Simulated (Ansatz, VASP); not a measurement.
## Two plane-wave programs on TePb

Contents of INCAR:

```
SYSTEM = TePb
  ALGO = Normal
  EDIFF = 1E-7
  ENCUT = 520
  GGA = PE
  ISIF = 2
  ISMEAR = 0
  LASPH = .TRUE.
  LCHARG = .FALSE.
  LREAL = .FALSE.
  LWAVE = .FALSE.
  NBANDS = 17
  NELM = 100
  PREC = Accurate
  SIGMA = 0.05
```

File KPOINTS:

```
k-points
0
G
  8 8 8
  0 0 0
```

The input POSCAR:

```
TePb
1.0
    0.4048964354      3.4416197006      3.4416197006
    3.4416197006      0.4048964354      3.4416197006
    3.4416197006      3.4416197006      0.4048964354
Te Pb
1 1
Direct
    0.5000000000      0.5000000000      0.5000000000
    0.0000000000      0.0000000000      0.0000000000
```

Input for Ansatz:

```yaml
crystal:
  lattice:
    - [0.4048964354, 3.4416197006, 3.4416197006]
    - [3.4416197006, 0.4048964354, 3.4416197006]
    - [3.4416197006, 3.4416197006, 0.4048964354]
  atoms:
    - { symbol: Te, position: [0.5, 0.5, 0.5] }
    - { symbol: Pb, position: [0.0, 0.0, 0.0] }
basis:
  ecutwfc: 420
kpoints:
  mp_grid: { grid: [8, 8, 8] }
hamiltonian:
  xc: pbe
scf:
  occupations: { method: gaussian, width: 0.05 }
output:
  forces: true
  stress: true
  eigenvalues: true
  write_density: true
  write_potential: true
  elf: true
  volumetric_format: npy
```

Alike in both runs: task single point; functional PBE; k mesh 8 × 8 × 8; occupations gaussian, width 0.05 eV; no spin polarisation.

```csv
,VASP,Ansatz
version,VASP 6.6.1,Ansatz 0.2.0
potentials or method,"VASP PAW PBE potentials, release 64 (Te, Pb_d)","scalar-relativistic, plane waves, PAW"
plane-wave cutoff (eV),520,420
valence electrons in the cell,20,30
```

|  | VASP | Ansatz | Ansatz less VASP |
| --- | --- | --- | --- |
| gap on the k mesh at the Fermi level (eV) | none | none | - |
| pressure (GPa) | 1.8 | 1.8 | +0.04 |
| largest component of the traceless stress (GPa) | 1.99 | 1.99 | -0.001 |

A gap of «none» marks a metal or a gap that the smearing closes. The two sets of potentials don't hold the same shells in valence.

Spin-orbit coupling is left out, which matters for the levels of Pb, Te.
